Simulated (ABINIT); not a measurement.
Crystal: MgO.

```
Mg O
1.0
     0.00000    2.09700    2.09700
     2.09700    0.00000    2.09700
     2.09700    2.09700    0.00000
Mg O
1 1
Direct
  0.00000 0.00000 0.00000
  0.50000 0.50000 0.50000
```

The cell is a database's computed one.

Base run:

* Program: ABINIT 10.8.3 (patched build)
* Functional: RPBE
* Potentials or basis: JTH PAW PBE v2.0
* Cutoff: 626 eV
* k mesh: 11 × 11 × 11
* Occupations: fermi-dirac, width 0.05 eV
* Spin: no spin polarisation

Its results: band gap on the k mesh 4.97 eV, direct; pressure 11.5 GPa.

**Question.** After a change of settings the same cell gave: band gap on the k mesh 4.96 eV, direct; pressure 10.1 GPa. Which change was it?
A. functional from RPBE to SCAN; cutoff from 626 eV to 762 eV; fine-grid cutoff from 1224.51 eV to 1360.57 eV
B. functional from RPBE to PBE; k mesh from 11 × 11 × 11 to 9 × 9 × 9
C. functional from RPBE to PBE; potentials or basis from JTH PAW PBE v2.0 to PseudoDojo NC SR PBE v0.5 standard; cutoff from 626 eV to 1143 eV
D. functional from RPBE to rPW86PBE

**Answer.** D.

Caveats: the PAW data sets were made with another functional, which shifts forces and pressure a little.
